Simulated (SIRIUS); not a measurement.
# ZrB2 (P6/mmm) in SIRIUS: convergence with lmax of the potential

Aim: find how far lmax of the potential must go before the results for ZrB2 settle, at PBE. This setting moves, with any that are tied to it; all else stays.

Program: SIRIUS 7.12.0. These are calculated values, not measurements. Logs are shortened: lines on timing, memory, paths and dates and some standing lists are left out, and cuts for length are marked. The log counts tension as positive stress, the text compression.

### Step 1. The structure

Symmetry: P6/mmm, No. 191, hexagonal system. The conventional cell has a = 3.170 Å, b = 3.170 Å, c = 3.533 Å, α = 90.00°, β = 90.00°, γ = 120.00°. Zr (site symmetry 6/mmm) is surrounded by 12 B at 2.54 Å. Around B (site symmetry -6m2) lie 3 B at 1.83 Å.

### Step 2. With lmax of the potential 2

Contents of sirius.json:

```json
{
  "control": {
    "processing_unit": "cpu",
    "std_evp_solver_name": "lapack",
    "gen_evp_solver_name": "lapack",
    "verbosity": 2,
    "print_forces": true,
    "ortho_rf": true,
    "use_second_variation": true,
    "rmt_max": 3.0,
    "num_bands_to_print": 24,
    "save_wf": true
  },
  "parameters": {
    "electronic_structure_method": "full_potential_lapwlo",
    "xc_functionals": ["XC_GGA_X_PBE", "XC_GGA_C_PBE"],
    "core_relativity": "dirac",
    "valence_relativity": "iora",
    "num_fv_states": 24,
    "smearing": "fermi_dirac",
    "smearing_width": 0.0018374661,
    "pw_cutoff": 20,
    "gk_cutoff": 3.82,
    "lmax_apw": 11,
    "lmax_rho": 2,
    "lmax_pot": 2,
    "num_mag_dims": 0,
    "auto_rmt": 0,
    "ngridk": [10, 10, 8],
    "shiftk": [0, 0, 0],
    "num_dft_iter": 80,
    "energy_tol": 1e-07,
    "density_tol": 1e-05,
    "use_symmetry": true
  },
  "settings": {"tol_ne": 1e-10},
  "iterative_solver": {"type": "exact"},
  "mixer": {"type": "anderson", "beta": 0.5, "max_history": 8},
  "unit_cell": {
    "lattice_vectors": [[5.9904318151, 0.0, 0.0], [-2.9952159075, 5.1878661315, 0.0], [0.0, 0.0, 6.6764023983]],
    "atom_types": ["B", "Zr"],
    "atom_files": {"B": "B.json", "Zr": "Zr.json"},
    "atoms": {"B": [[0.6666666667, 0.3333333333, 0.5], [0.3333333333, 0.6666666667, 0.5]], "Zr": [[0.0, 0.0, 0.0]]}
  }
}
```

Contents of B.json:

```json
{
  "name": "boron",
  "symbol": "B",
  "number": 5,
  "mass": 10.811,
  "rmin": 1e-06,
  "rmt": 1.7,
  "nrmt": 800,
  "rinf": 17.81,
  "core": "1s",
  "valence": [
    {"basis": [{"enu": 0.24, "dme": 0, "n": 0, "auto": 0}, {"enu": 0.24, "dme": 1, "n": 0, "auto": 0}]},
    {"l": 0, "n": 1, "basis": [{"enu": 0.2859, "dme": 0, "n": 0, "auto": 0}]},
    {"l": 1, "n": 2, "basis": [{"enu": 0.34, "dme": 0, "n": 0, "auto": 0}]},
    {"l": 2, "n": 3, "basis": [{"enu": 0.34, "dme": 0, "n": 0, "auto": 0}]},
    {"l": 3, "n": 4, "basis": [{"enu": 0.34, "dme": 0, "n": 0, "auto": 0}]}
  ],
  "lo": [
    {
      "l": 0,
      "basis": [{"enu": 0.2859, "dme": 0, "n": 0, "auto": 0}, {"enu": 0.2859, "dme": 1, "n": 0, "auto": 0}]
    },
    {
      "l": 0,
      "basis": [{"enu": 0.2859, "dme": 1, "n": 0, "auto": 0}, {"enu": 0.2859, "dme": 2, "n": 0, "auto": 0}]
    },
    {
      "l": 0,
      "basis": [{"enu": 0.2859, "dme": 0, "n": 0, "auto": 0}, {"enu": 4.4381, "dme": 0, "n": 0, "auto": 0}]
    },
    {"l": 1, "basis": [{"enu": 0.34, "dme": 0, "n": 0, "auto": 0}, {"enu": 0.34, "dme": 1, "n": 0, "auto": 0}]},
    {"l": 1, "basis": [{"enu": 0.34, "dme": 1, "n": 0, "auto": 0}, {"enu": 0.34, "dme": 2, "n": 0, "auto": 0}]},
    {"l": 1, "basis": [{"enu": 0.34, "dme": 0, "n": 0, "auto": 0}, {"enu": 5.1151, "dme": 0, "n": 0, "auto": 0}]},
    {"l": 2, "basis": [{"enu": 0.34, "dme": 0, "n": 0, "auto": 0}, {"enu": 0.34, "dme": 1, "n": 0, "auto": 0}]},
    {"l": 2, "basis": [{"enu": 0.34, "dme": 1, "n": 0, "auto": 0}, {"enu": 0.34, "dme": 2, "n": 0, "auto": 0}]},
    {"l": 2, "basis": [{"enu": 0.34, "dme": 0, "n": 0, "auto": 0}, {"enu": 5.7379, "dme": 0, "n": 0, "auto": 0}]},
    {"l": 3, "basis": [{"enu": 0.34, "dme": 0, "n": 0, "auto": 0}, {"enu": 0.34, "dme": 1, "n": 0, "auto": 0}]}
  ],
  "free_atom": [... radial grid and density of the free atom, the start of the SCF ...]
}
```

Contents of Zr.json:

```json
{
  "name": "zirconium",
  "symbol": "Zr",
  "number": 40,
  "mass": 91.224,
  "rmin": 1e-06,
  "rmt": 2.48,
  "nrmt": 800,
  "rinf": 17.42,
  "core": "1s2s2p3s3p",
  "valence": [
    {"basis": [{"enu": 0.24, "dme": 0, "n": 0, "auto": 0}, {"enu": 0.24, "dme": 1, "n": 0, "auto": 0}]},
    {"l": 0, "n": 1, "basis": [{"enu": 0.34, "dme": 0, "n": 0, "auto": 0}]},
    {"l": 1, "n": 2, "basis": [{"enu": 0.34, "dme": 0, "n": 0, "auto": 0}]},
    {"l": 2, "n": 3, "basis": [{"enu": 0.34, "dme": 0, "n": 0, "auto": 0}]},
    {"l": 3, "n": 4, "basis": [{"enu": 0.34, "dme": 0, "n": 0, "auto": 0}]}
  ],
  "lo": [
    {"l": 0, "basis": [{"enu": 0.34, "dme": 0, "n": 0, "auto": 0}, {"enu": 0.34, "dme": 1, "n": 0, "auto": 0}]},
    {
      "l": 0,
      "basis": [{"enu": -1.5212, "dme": 0, "n": 4, "auto": 1}, {"enu": -1.5212, "dme": 1, "n": 4, "auto": 1}]
    },
    {
      "l": 0,
      "basis": [{"enu": -1.5212, "dme": 1, "n": 4, "auto": 1}, {"enu": 0.34, "dme": 0, "n": 0, "auto": 0}]
    },
    {"l": 0, "basis": [{"enu": 0.34, "dme": 0, "n": 0, "auto": 0}, {"enu": 2.9415, "dme": 0, "n": 0, "auto": 0}]},
    {"l": 1, "basis": [{"enu": 0.34, "dme": 0, "n": 0, "auto": 0}, {"enu": 0.34, "dme": 1, "n": 0, "auto": 0}]},
    {
      "l": 1,
      "basis": [{"enu": -0.7159, "dme": 0, "n": 4, "auto": 1}, {"enu": -0.7159, "dme": 1, "n": 4, "auto": 1}]
    },
    {
      "l": 1,
      "basis": [{"enu": -0.7159, "dme": 1, "n": 4, "auto": 1}, {"enu": 0.34, "dme": 0, "n": 0, "auto": 0}]
    },
    {"l": 1, "basis": [{"enu": 0.34, "dme": 0, "n": 0, "auto": 0}, {"enu": 3.3317, "dme": 0, "n": 0, "auto": 0}]},
    {"l": 2, "basis": [{"enu": 0.34, "dme": 0, "n": 0, "auto": 0}, {"enu": 0.34, "dme": 1, "n": 0, "auto": 0}]},
    {"l": 2, "basis": [{"enu": 0.34, "dme": 1, "n": 0, "auto": 0}, {"enu": 0.34, "dme": 2, "n": 0, "auto": 0}]},
    {
      "l": 2,
      "basis": [{"enu": -5.9526, "dme": 0, "n": 3, "auto": 1}, {"enu": -5.9526, "dme": 1, "n": 3, "auto": 1}]
    },
    {"l": 2, "basis": [{"enu": 0.34, "dme": 0, "n": 0, "auto": 0}, {"enu": 2.8764, "dme": 0, "n": 0, "auto": 0}]},
    {"l": 3, "basis": [{"enu": 0.34, "dme": 0, "n": 0, "auto": 0}, {"enu": 0.34, "dme": 1, "n": 0, "auto": 0}]},
    {"l": 3, "basis": [{"enu": 0.34, "dme": 0, "n": 0, "auto": 0}, {"enu": 3.1691, "dme": 0, "n": 0, "auto": 0}]}
  ],
  "free_atom": [... radial grid and density of the free atom, the start of the SCF ...]
}
```

Contents of sirius_start.json:

```json
{
  "control": {
    "processing_unit": "cpu",
    "std_evp_solver_name": "lapack",
    "gen_evp_solver_name": "lapack",
    "verbosity": 1,
    "print_forces": false,
    "ortho_rf": true,
    "use_second_variation": true,
    "rmt_max": 3.0,
    "num_bands_to_print": 24,
    "save_wf": false
  },
  "parameters": {
    "electronic_structure_method": "full_potential_lapwlo",
    "xc_functionals": ["XC_LDA_X", "XC_LDA_C_PW"],
    "core_relativity": "dirac",
    "valence_relativity": "iora",
    "num_fv_states": 24,
    "smearing": "fermi_dirac",
    "smearing_width": 0.0055123983,
    "pw_cutoff": 20,
    "gk_cutoff": 3.06,
    "lmax_apw": 11,
    "lmax_rho": 2,
    "lmax_pot": 2,
    "num_mag_dims": 0,
    "auto_rmt": 0,
    "ngridk": [4, 4, 3],
    "shiftk": [0, 0, 0],
    "num_dft_iter": 30,
    "energy_tol": 0.01,
    "density_tol": 0.05,
    "use_symmetry": true
  },
  "settings": {"tol_ne": 1e-10},
  "iterative_solver": {"type": "exact"},
  "mixer": {"type": "anderson", "beta": 0.5, "max_history": 8},
  "unit_cell": {
    "lattice_vectors": [[5.9904318151, 0.0, 0.0], [-2.9952159075, 5.1878661315, 0.0], [0.0, 0.0, 6.6764023983]],
    "atom_types": ["B", "Zr"],
    "atom_files": {"B": "B.json", "Zr": "Zr.json"},
    "atoms": {"B": [[0.6666666667, 0.3333333333, 0.5], [0.3333333333, 0.6666666667, 0.5]], "Zr": [[0.0, 0.0, 0.0]]}
  }
}
```

Potentials or basis: all-electron FP-LAPW, apw+lo standard.

The run is started by

```console
OMP_NUM_THREADS=1 sirius.scf --input=sirius_start.json --output=start.json
OMP_NUM_THREADS=1 sirius.scf --input=sirius.json --output=output.json --task=1
```

It took 74 s on 1 thread of Arm Neoverse V1, shared host; peak memory 0.42 GiB.

What came out:

```
Free energy                                       : -99294.8902 eV
Band gap on the k mesh                            : none (metal or under the smearing width)
All electrons inside the program's atomic spheres : Zr 37.87; B 3.80 (radii B 1.7, Zr 2.48 bohr)
```

### Step 3. With lmax of the potential 3

Changes to sirius.json since step 2:

```diff
@@ -24,4 +24,4 @@
     "lmax_apw": 11,
-    "lmax_rho": 2,
-    "lmax_pot": 2,
+    "lmax_rho": 3,
+    "lmax_pot": 3,
     "num_mag_dims": 0,
```

B.json is that of step 2.

Zr.json is that of step 2.

Changes to sirius_start.json since step 2:

```diff
@@ -24,4 +24,4 @@
     "lmax_apw": 11,
-    "lmax_rho": 2,
-    "lmax_pot": 2,
+    "lmax_rho": 3,
+    "lmax_pot": 3,
     "num_mag_dims": 0,
```

Potentials or basis: all-electron FP-LAPW, apw+lo standard.

The run is started by

```console
OMP_NUM_THREADS=1 sirius.scf --input=sirius_start.json --output=start.json
OMP_NUM_THREADS=1 sirius.scf --input=sirius.json --output=output.json --task=1
```

Run time: 73 s. Hardware: 1 thread of Arm Neoverse V1, shared host; peak memory 0.44 GiB.

What came out:

```yaml
Free_energy: -99294.9683 eV
Band_gap_on_the_k_mesh: none (metal or under the smearing width)
All_electrons_inside_the_program's_atomic_spheres: Zr 37.87; B 3.80 (radii B 1.7, Zr 2.48 bohr)
```

### Step 4. With lmax of the potential 4

Changes to sirius.json since step 3:

```diff
@@ -24,4 +24,4 @@
     "lmax_apw": 11,
-    "lmax_rho": 3,
-    "lmax_pot": 3,
+    "lmax_rho": 4,
+    "lmax_pot": 4,
     "num_mag_dims": 0,
```

B.json is that of step 3.

Zr.json is that of step 3.

Changes to sirius_start.json since step 3:

```diff
@@ -24,4 +24,4 @@
     "lmax_apw": 11,
-    "lmax_rho": 3,
-    "lmax_pot": 3,
+    "lmax_rho": 4,
+    "lmax_pot": 4,
     "num_mag_dims": 0,
```

The run is started by

```console
OMP_NUM_THREADS=1 sirius.scf --input=sirius_start.json --output=start.json
OMP_NUM_THREADS=1 sirius.scf --input=sirius.json --output=output.json --task=1
```

Wall time 75 s (1 thread of Arm Neoverse V1, shared host); peak memory 0.46 GiB.

Results:

```yaml
Free_energy: -99294.9874 eV
Band_gap_on_the_k_mesh: none (metal or under the smearing width)
All_electrons_inside_the_program's_atomic_spheres: Zr 37.87; B 3.80 (radii B 1.7, Zr 2.48 bohr)
```

### Step 5. With lmax of the potential 6

Changes to sirius.json since step 4:

```diff
@@ -24,4 +24,4 @@
     "lmax_apw": 11,
-    "lmax_rho": 4,
-    "lmax_pot": 4,
+    "lmax_rho": 6,
+    "lmax_pot": 6,
     "num_mag_dims": 0,
```

B.json is that of step 4.

Zr.json is that of step 4.

Changes to sirius_start.json since step 4:

```diff
@@ -24,4 +24,4 @@
     "lmax_apw": 11,
-    "lmax_rho": 4,
-    "lmax_pot": 4,
+    "lmax_rho": 6,
+    "lmax_pot": 6,
     "num_mag_dims": 0,
```

The run is started by

```console
OMP_NUM_THREADS=1 sirius.scf --input=sirius_start.json --output=start.json
OMP_NUM_THREADS=1 sirius.scf --input=sirius.json --output=output.json --task=1
```

It took 80 s on 1 thread of Arm Neoverse V1, shared host; peak memory 0.52 GiB.

What came out:

```
Free energy                                       : -99294.9906 eV
Band gap on the k mesh                            : none (metal or under the smearing width)
All electrons inside the program's atomic spheres : Zr 37.87; B 3.80 (radii B 1.7, Zr 2.48 bohr)
```

### Step 6. With lmax of the potential 8

Changes to sirius.json since step 5:

```diff
@@ -24,4 +24,4 @@
     "lmax_apw": 11,
-    "lmax_rho": 6,
-    "lmax_pot": 6,
+    "lmax_rho": 8,
+    "lmax_pot": 8,
     "num_mag_dims": 0,
```

B.json is that of step 5.

Zr.json is that of step 5.

Changes to sirius_start.json since step 5:

```diff
@@ -24,4 +24,4 @@
     "lmax_apw": 11,
-    "lmax_rho": 6,
-    "lmax_pot": 6,
+    "lmax_rho": 8,
+    "lmax_pot": 8,
     "num_mag_dims": 0,
```

Potentials or basis: all-electron FP-LAPW, apw+lo standard.

The run is started by

```console
OMP_NUM_THREADS=1 sirius.scf --input=sirius_start.json --output=start.json
OMP_NUM_THREADS=1 sirius.scf --input=sirius.json --output=output.json --task=1
```

Wall time 89 s (1 thread of Arm Neoverse V1, shared host); peak memory 0.59 GiB.

Results (log left out):

```yaml
Free_energy: -99294.9906 eV
Band_gap_on_the_k_mesh: none (metal or under the smearing width)
All_electrons_inside_the_program's_atomic_spheres: Zr 37.87; B 3.80 (radii B 1.7, Zr 2.48 bohr)
```

(Part 1 of 2 ends here.)
